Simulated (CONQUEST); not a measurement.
Se:

```
CELL_PARAMETERS angstrom
4.36620 0.00000 0.00000
0.00000 4.95360 0.00000
0.00000 0.00000 7.56248
ATOMIC_POSITIONS crystal
Se 0.38730 0.00000 0.38730
Se 0.88730 0.00000 0.88730
Se 0.22540 0.66667 0.00000
Se 0.72540 0.66667 0.50000
Se 0.38730 0.33333 0.61270
Se 0.88730 0.33333 0.11270
```

Base run:

* Program: CONQUEST 1.3
* Functional: PBE
* Potentials or basis: PseudoDojo NC PBE, SZP, grid cutoff 120 Ha
* k mesh: 6 × 6 × 4
* Occupations: fermi-dirac, width 0.05 eV
* Spin: no spin polarisation

Its results: band gap on the k mesh 0.97 eV; pressure 8.0 GPa; largest force 2.176 eV/Å.

Problem. The run is repeated on the same cell with these changes: k mesh from 6 × 6 × 4 to 4 × 3 × 2. What comes out?

Solution. Band gap on the k mesh 1.60 eV; pressure 8.0 GPa; largest force 2.157 eV/Å.

Caveats: some runs use coarse meshes; the atomic basis is small; the basis of atomic orbitals isn't converged, which shifts pressures, moduli and gaps; forces of over 1 eV/Å show positions far from the minimum, so gaps and moduli don't describe the material at rest; the box holds several primitive cells, so bands are folded and the points are those of the box's own zone (some runs); an odd mesh through Γ misses points on the zone boundary, where band edges often lie (some runs).
